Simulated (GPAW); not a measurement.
**BP: single point with PBE**

BP:

```
CELL_PARAMETERS angstrom
0.00000 2.32796 2.32796
2.32796 0.00000 2.32796
2.32796 2.32796 0.00000
ATOMIC_POSITIONS crystal
P 0.75000 0.75000 0.75000
B 0.00000 0.00000 0.00000
```

The cell isn't the ideal one: volume scaled by 1.08.

```json
{
 "Program": "GPAW 26.7.0",
 "Task": "single point",
 "Functional": "PBE",
 "Potentials or basis": "GPAW PAW data sets (gpaw-data 1.2.1)",
 "Cutoff": "650 eV",
 "Basis": "pw",
 "k mesh": "8 × 8 × 8",
 "Occupations": "fermi-dirac, width 0.05 eV",
 "Spin": "no spin polarisation",
 "Maxiter": "120",
 "Convergence": "default"
}
```

The pressure is -9.8 GPa. The band gap on the k mesh is 1.37 eV, indirect (least direct gap 3.30 eV).

Levels at points of the mesh, in eV from the valence-band top:
```csv
k point,band 1,band 2,band 3,band 4,band 5,band 6,band 7
"(0.00, 0.00, 0.00)",-14.79,0.00,0.00,0.00,3.30,3.30,3.30
"(0.50, 0.50, 0.00)",-10.33,-8.19,-3.84,-3.84,1.48,1.73,11.39
"(0.50, 0.50, 0.50)",-11.75,-8.50,-1.66,-1.66,3.34,4.66,4.66
```

Wall time 4.8 s on 1 thread of Arm Neoverse V2 (shared host), peak memory 0.13 GiB.

Caveat: the cutoff is short for stress and forces, so pressures can be off by a GPa or more. A k mesh can miss the band edges.
